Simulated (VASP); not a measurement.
# Li2S (Fm-3m) in VASP: elastic constants with PBEsol

Aim: the elastic constants of Li2S with PBEsol.

All numbers are computed with VASP 6.6.1; they aren't measurements. Logs are shortened: lines on timing, memory, paths and dates and some standing lists are left out, and cuts for length are marked.

### Step 1. Starting point

It takes space group Fm-3m (No. 225, cubic). The conventional cell has a = 5.655 Å, b = 5.655 Å, c = 5.655 Å, α = 90.00°, β = 90.00°, γ = 90.00°. Li (site symmetry -43m) is surrounded by 4 S at 2.45 Å. S (site symmetry m-3m) has 8 Li at 2.45 Å as nearest neighbours.

### Step 2. Elastic constants, PBEsol

Contents of INCAR:

```
  PREC = Accurate
  ENCUT = 600
  EDIFF = 1E-8
  ISMEAR = 0
  SIGMA = 0.01
  LREAL = False
  LASPH = True
  NELM = 100
  ALGO = Normal
  ISIF = 3
  LWAVE = False
  LCHARG = False
  GGA = PS
  NBANDS = 13
  IBRION = 6
  NFREE = 2
  POTIM = 0.015
  NSW = 1
```

Contents of KPOINTS:

```
Automatic mesh
0
Gamma
  8 8 8
```

Contents of POSCAR:

```
Li2S
1.0
    0.0000000000      2.8273141368      2.8273141368
    2.8273141368      0.0000000000      2.8273141368
    2.8273141368      2.8273141368      0.0000000000
Li S
2 1
Direct
    0.2500000000      0.2500000000      0.2500000000
    0.7500000000      0.7500000000      0.7500000000
    0.0000000000      0.0000000000      0.0000000000
```

Potentials or basis: VASP PAW PBE potentials, release 64 (Li_sv, S).

The run is started by

```
$ cat potpaw_PBE.64/Li_sv/POTCAR potpaw_PBE.64/S/POTCAR > POTCAR
$ mpirun -np 1 vasp_std > vasp.out
```

OUTCAR:

```text
PREC = Accurate
   ENCUT = 600
   EDIFF = 1E-8
   ISMEAR = 0
   LREAL = False
   LASPH = True
   NELM = 100
   ISIF = 3
   GGA = PS
   IBRION = 6
   NFREE = 2
   POTIM = 0.015
   NSW = 1

 ion  position               nearest neighbor table
   1  0.250  0.250  0.250-   3 2.45   3 2.45   3 2.45   3 2.45
   2  0.750  0.750  0.750-   3 2.45   3 2.45   3 2.45   3 2.45
   3  0.000  0.000  0.000-   2 2.45   2 2.45   2 2.45   1 2.45   2 2.45   1 2.45   1 2.45   1 2.45

  LATTYP: Found a face centered cubic cell.
 ALAT       =     5.6546282736

  Lattice vectors:

 A1 = (   0.0000000000,   2.8273141368,   2.8273141368)
 A2 = (   2.8273141368,   0.0000000000,   2.8273141368)
 A3 = (   2.8273141368,   2.8273141368,   0.0000000000)

Analysis of symmetry for initial positions (statically):
=====================================================================
 Subroutine PRICEL returns:
 Original cell was already a primitive cell.

 Routine SETGRP: Setting up the symmetry group for a
 face centered cubic supercell.

 Subroutine GETGRP returns: Found 48 space group operations
 (whereof 48 operations were pure point group operations)
 out of a pool of 48 trial point group operations.

The static configuration has the point symmetry O_h .

Analysis of symmetry for dynamics (positions and initial velocities):
=====================================================================
 Subroutine PRICEL returns:
 Original cell was already a primitive cell.

 Routine SETGRP: Setting up the symmetry group for a
 face centered cubic supercell.

 Subroutine GETGRP returns: Found 48 space group operations
 (whereof 48 operations were pure point group operations)
 out of a pool of 48 trial point group operations.

The dynamic configuration has the point symmetry O_h .

 Subroutine INISYM returns: Found 48 space group operations
 (whereof 48 operations are pure point group operations),
 and found     1 'primitive' translations

----------------------------------------------------------------------------------------

                                     Primitive cell

  volume of cell :      45.2014

  direct lattice vectors                    reciprocal lattice vectors
     0.000000000  2.827314137  2.827314137    -0.176846284  0.176846284  0.176846284
     2.827314137  0.000000000  2.827314137     0.176846284 -0.176846284  0.176846284
     2.827314137  2.827314137  0.000000000     0.176846284  0.176846284 -0.176846284

  length of vectors
     3.998425997  3.998425997  3.998425997     0.306306750  0.306306750  0.306306750

  position of ions in fractional coordinates (direct lattice)
     0.250000000  0.250000000  0.250000000
     0.750000000  0.750000000  0.750000000
     0.000000000  0.000000000  0.000000000

  ion indices of the primitive-cell ions
   primitive index   ion index
                 1           1
                 2           2
                 3           3

----------------------------------------------------------------------------------------

 KPOINTS: Automatic mesh

Automatic generation of k-mesh.
 Grid dimensions read from file:
 generate k-points for:    8    8    8

 Generating k-lattice:

  Cartesian coordinates                     Fractional coordinates (reciprocal lattice)
    -0.022105786  0.022105786  0.022105786     0.125000000  0.000000000  0.000000000
[... 117 lines left out ...]
  Total       -0.0066296     -0.0066296     -0.0066296      0.0000000      0.0000000     -0.0000000
  in kB       -0.2349870     -0.2349870     -0.2349870      0.0000000      0.0000000     -0.0000000
  external PRESSURE =      -0.2349870 kB  Pullay stress =       0.0000000 kB
[... 92 lines left out ...]
  FREE ENERGIE OF THE ION-ELECTRON SYSTEM (eV)
  ---------------------------------------------------
  free  energy   TOTEN  =       -12.3742760631 eV

  energy  without entropy=      -12.3742760631  energy(sigma->0) =      -12.37427606

[... ionic steps 4 to 14 ...]

--------------------------------------- Ionic step       15  -------------------------------------------

 number of electron      11.9999993 magnetization

------------------------ aborting loop because EDIFF is reached ----------------------------------------
[... 69 lines left out ...]
--------------------------------------- Ionic step       17  -------------------------------------------

 number of electron      11.9999990 magnetization

 Free energy of the ion-electron system (eV)
  ---------------------------------------------------
  ext. energy  EPLUGINS =         0.00000000
  ---------------------------------------------------
  free energy    TOTEN  =       -12.37647219 eV

  energy without entropy =      -12.37647219  energy(sigma->0) =      -12.37647219

 E-fermi :   1.7329     XC(G=0):  -8.7267

 val. band max:        1.5556974237   @ k =   0.0000   0.0000   0.0000
 cond. band min:       4.7586419517   @ k =   0.5000   0.5000   0.0000
 fundamental gap:      3.2029445280
 Fermi energy:         1.7328766237

 k-point     1 :       0.0000    0.0000    0.0000
  band No.  band energies     occupation
      1     -41.9007      2.00000
      2     -41.8504      2.00000
      3      -9.5246      2.00000
      4       1.5550      2.00000
      5       1.5550      2.00000
      6       1.5557      2.00000
      7       5.7785      0.00000
      8       7.7137      0.00000
      9       7.7140      0.00000
     10       7.7140      0.00000
     11      12.7469      0.00000
     12      12.7486      0.00000
     13      13.9384      0.00000
[... 354 lines left out ...]
  band No.  band energies     occupation
      1     -41.8746      2.00000
      2     -41.8746      2.00000
      3      -8.9969      2.00000
      4      -1.1371      2.00000
      5       0.2594      2.00000
      6       0.6050      2.00000
      7       7.3108      0.00000
      8       8.1744      0.00000
      9       9.9077      0.00000
     10      10.5606      0.00000
     11      11.9292      0.00000
     12      13.2460      0.00000
     13      15.0521      0.00000

 [... further k-points ...]

------------------------ aborting loop because EDIFF is reached ----------------------------------------

  FORCE on cell =-STRESS in cart. coord.  units (eV):
  Direction    XX          YY          ZZ          XY          YZ          ZX
  --------------------------------------------------------------------------------------
  -------------------------------------------------------------------------------------
  Total       -0.0062539     -0.0049358     -0.0049358     -0.0000000      0.0000000      0.0000000
  in kB       -0.2216724     -0.1749517     -0.1749517     -0.0000000      0.0000000      0.0000000
  external PRESSURE =      -0.1905253 kB  Pullay stress =       0.0000000 kB
[... 18 lines left out ...]
  FREE ENERGIE OF THE ION-ELECTRON SYSTEM (eV)
  ---------------------------------------------------
  free  energy   TOTEN  =       -12.3764721902 eV

  energy  without entropy=      -12.3764721902  energy(sigma->0) =      -12.37647219

 INTERNAL STRAIN TENSORS FROM STRAINED CELLS
 ============================================

 INTERNAL STRAIN TENSOR FOR ION    1 for displacements in x,y,z  (eV/Angst):
          X           Y           Z          XY          YZ          ZX
  --------------------------------------------------------------------------------
  x    -0.00000    -0.00000     0.00000    -0.00000    -1.40108     0.00000
  y    -0.00000    -0.00000     0.00000    -0.00000     0.00000    -1.40224
  z    -0.00000    -0.00000     0.00000    -1.40149    -0.00000     0.00000

 INTERNAL STRAIN TENSORS FROM DISPLACED ATOMS
 ============================================

 INTERNAL STRAIN TENSOR FOR ION    1 for displacements in x,y,z  (eV/Angst):
          X           Y           Z          XY          YZ          ZX
  --------------------------------------------------------------------------------
  x     0.00000     0.00000     0.00000     0.00000    -1.40045     0.00000
  y     0.00000     0.00000     0.00000     0.00000     0.00000    -1.40045
  z     0.00000     0.00000     0.00000    -1.40045     0.00000     0.00000

 INTERNAL STRAIN TENSOR FOR ION    3 for displacements in x,y,z  (eV/Angst):
          X           Y           Z          XY          YZ          ZX
  --------------------------------------------------------------------------------
  x     0.00000     0.00000     0.00000     0.00000     0.00000     0.00000
  y     0.00000     0.00000     0.00000     0.00000     0.00000     0.00000
  z     0.00000     0.00000     0.00000     0.00000     0.00000     0.00000

 Eigenvectors and eigenvalues of the dynamical matrix
 ----------------------------------------------------

   1 f  =   11.502391 THz    72.271652 2PiTHz  383.678451 cm-1    47.570044 meV
             X         Y         Z           dx          dy          dz
      1.413657  1.413657  1.413657     0.532539   -0.457667    0.083323
      4.240971  4.240971  4.240971    -0.532539    0.457667   -0.083323
      0.000000  0.000000  0.000000     0.000000   -0.000000    0.000000
[... 43 lines left out ...]
   9 f/i=    0.007652 THz     0.048082 2PiTHz    0.255259 cm-1     0.031648 meV
             X         Y         Z           dx          dy          dz
      1.413657  1.413657  1.413657    -0.000000   -0.390456    0.000000
      4.240971  4.240971  4.240971    -0.000000   -0.390456    0.000000
      0.000000  0.000000  0.000000     0.000000   -0.833719    0.000000

--------------------------------------------------------------------------------------------------------

 ELASTIC MODULI CONTR FROM IONIC RELAXATION (kBar)
 Direction    XX          YY          ZZ          XY          YZ          ZX
 --------------------------------------------------------------------------------
 XX          -0.0000      0.0000      0.0000     -0.0000      0.0000     -0.0000
 YY           0.0000     -0.0000     -0.0000      0.0000     -0.0000      0.0000
 ZZ           0.0000     -0.0000     -0.0000      0.0000     -0.0000      0.0000
 XY          -0.0000      0.0000      0.0000    -36.6378      0.0000     -0.0000
 YZ           0.0000     -0.0000     -0.0000      0.0000    -36.6378      0.0000
 ZX          -0.0000      0.0000      0.0000     -0.0000      0.0000    -36.6378
 --------------------------------------------------------------------------------

 TOTAL ELASTIC MODULI (kBar)
 Direction    XX          YY          ZZ          XY          YZ          ZX
 --------------------------------------------------------------------------------
 XX         855.1286    202.8977    202.8977      0.0000     -0.0000     -0.0000
 YY         202.8977    855.1286    202.8977      0.0000      0.0000     -0.0000
 ZZ         202.8977    202.8977    855.1286      0.0000      0.0000      0.0000
 XY           0.0000      0.0000      0.0000    341.9595      0.0000     -0.0000
 YZ          -0.0000      0.0000      0.0000      0.0000    341.9595      0.0000
 ZX          -0.0000     -0.0000      0.0000     -0.0000      0.0000    341.9595
 --------------------------------------------------------------------------------
```

It took 11 min on 1 thread of Intel Xeon Platinum 8488C (Sapphire Rapids), shared host; peak memory 0.29 GiB.

Results:

- Elastic constants C11, C12, C44: 86, 20, 34 GPa
- Voigt bulk modulus: 42 GPa
- Highest phonon frequency at Γ, LO-TO splitting left out: 384 cm⁻¹

Phonon frequencies in cm⁻¹ (negative: imaginary):
```csv
q point,frequencies
"(0.000, 0.000, 0.000)",0 0 0 336 336 336 384 384 384
```

Elastic tensor in Voigt notation (GPa, in the Cartesian axes of the cell as first typed):
```
86 20 20  0  0  0
20 86 20  0  0  0
20 20 86  0  0  0
 0  0  0 34  0  0
 0  0  0  0 34  0
 0  0  0  0  0 34
```

Clamped-ion elastic tensor (GPa):
```
86 20 20  0  0  0
20 86 20  0  0  0
20 20 86  0  0  0
 0  0  0 38  0  0
 0  0  0  0 38  0
 0  0  0  0  0 38
```

Caveat: the cutoff is under 1.25 times the usual one of these potentials, so pressure, stress and relaxed cells hold a basis-set (Pulay) error; the PAW data sets were made with another functional, which shifts forces and pressure a little.
